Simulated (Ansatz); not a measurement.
# Structure optimisation: selenium, rhombohedral Se6

Level of theory: DFT, RPBE, plane waves (420 eV) with PAW, scalar-relativistic (Ansatz). (PAW data from PBE, frozen cores regenerated.)

k-point mesh 4×4×4, Fermi-Dirac smearing 0.05 eV, no spin polarisation. Cell and atoms relax.

Starting structure:

```yaml
crystal:
  lattice:
    - [5.6809998619, 3.2799267995, 1.47633]
    - [-5.6809998619, 3.2799267995, 1.47633]
    - [0.0, -6.5598535991, 1.47633]
  atoms:
    - { symbol: Se, position: [0.28066, 0.16251, 0.91818] }
    - { symbol: Se, position: [0.91818, 0.28066, 0.16251] }
    - { symbol: Se, position: [0.16251, 0.91818, 0.28066] }
    - { symbol: Se, position: [0.71934, 0.83749, 0.08182] }
    - { symbol: Se, position: [0.08182, 0.71934, 0.83749] }
    - { symbol: Se, position: [0.83749, 0.08182, 0.71934] }
hamiltonian:
  xc: rpbe
  pseudopotentials:
    kind: paw
    azcp:
      Se: "pseudopotentials/Se.paw.azcp"
basis:
  ecutwfc: 420
  fft_grid_basis: typed
kpoints:
  mp_grid: { grid: [4, 4, 4], shift: [0, 0, 0] }
magnetization:
  spin_polarized: false
scf:
  occupations: { method: fermi_dirac, width: 0.05 }
relax:
  max_steps: 60
  f_tol: 0.01
  cell: {}
output:
  write_density: true
  write_potential: true
  elf: true
  volumetric_format: npy
```

**Question.** The pressure at the start is 4.4 GPa. By how much does the volume change?

**Answer.** From 27.51 to 56.69 Å³ per atom, 106.1 %. The final cell has a = 13.284 Å, c = 6.677 Å (c/a = 0.503).

**Question.** How much energy does the relaxation gain?

**Answer.** 121.6 meV per atom.

This functional, with no dispersion term, lets the cell expand far past the measured one.
